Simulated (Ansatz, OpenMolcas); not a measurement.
## How basis sets differ on C5H8O2 (methyl methacrylate)

C5H8O2: 15 atoms, total charge 0, spin state singlet. SMILES: `C=C(C)C(=O)OC`. The shape is that of a PBE0-D4/def2-TZVP optimisation. This is one conformer, not always the lowest.

Quantity: the HOMO–LUMO gap, in eV. The values are calculated.

| level | kind | program | value (eV) | CPU time |
| --- | --- | --- | --- | --- |
| HF/ANO-R0 (sfX2C) | Hartree–Fock | OpenMolcas | 14.26 | 5.8 s |
| HF/ANO-RCC-MB (DKH2) | Hartree–Fock | OpenMolcas | 14.17 | 6.9 s |
| HF/STO-3G | Hartree–Fock | Ansatz | 14.96 | 0.81 s |
| HF/3-21G | Hartree–Fock | OpenMolcas | 13.35 | 5.2 s |
| HF/6-31G* (spherical functions) | Hartree–Fock | OpenMolcas | 13.30 | 19 s |

The values span 13.30 to 14.96 eV. A Hartree–Fock LUMO above zero doesn't converge with the basis: it sinks as sets grow more diffuse. Orbital gaps aren't excitation energies. CPU times are rough (shared hosts, several kinds of processor and program).
